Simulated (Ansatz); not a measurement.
Crystal: CuO (Tenorite).

```
Cu O
1.0
     2.34185   -1.71130    0.00000
     2.34185    1.71130    0.00000
    -0.85003    0.00000    5.05787
Cu O
2 2
Cartesian
  0.7459 -0.8557 2.5289
  1.1709 0.8557 0.0000
  1.7043 0.2793 3.7934
  2.1293 -0.2793 1.2645
```

- Program: Ansatz 0.2.0
- Task: relaxation of cell and atoms
- Functional: r2SCAN
- Potentials or basis: Ansatz PAW
- Cutoff: 500 eV (not typed: the program's choice for these potentials)
- k mesh: 10 × 10 × 5
- Occupations: fermi-dirac, width 0.05 eV
- Spin: no spin polarisation

At the start: volume 10.13 Å³/atom.

Q: How do energy, volume and symmetry change on relaxing?

A: It ends after 13 steps and the volume is 10.73 Å³/atom (+5.9 %); space group P4_2/mmc (No. 131, to 0.05 Å).

The path:
```
step  energy change (eV)  largest force (eV/Å)  volume (Å³)
   1              0.0000                0.2855        40.54
   2             -0.0152                0.2394        40.77
   3             -0.0588                0.0518        41.29
   4             -0.0740                0.0003        42.96
   5             -0.0947                0.0611        42.99
   6             -0.0997                0.0009        42.75
   7             -0.1001                0.0009        42.77
   8             -0.1002                0.0007        42.77
   9             -0.1093                0.0003        42.77
  10             -0.1115                0.0253        42.98
  11             -0.1122                0.0002        42.92
  12             -0.1122                0.0011        42.93
  13             -0.1125                0.0011        42.93
```

Final structure:
```
Cu O
1.0
     2.04345   -2.04380    0.15903
     2.04345    2.04380    0.15903
    -0.39825    0.00000    5.10826
Cu O
2 2
Direct
  0.50000 0.00000 0.50000
  0.00000 0.50000 0.00000
  0.50001 0.49999 0.75000
  0.49999 0.50001 0.25000
```

Caveat: the plane-wave basis is chosen anew once the cell has moved, so the energies of steps on either side of that aren't comparable; the run has no spin polarisation, though such a crystal can be magnetic; the PAW data sets come from PBE, with cores solved anew for the run's functional, which leaves a small shift of forces and pressure.
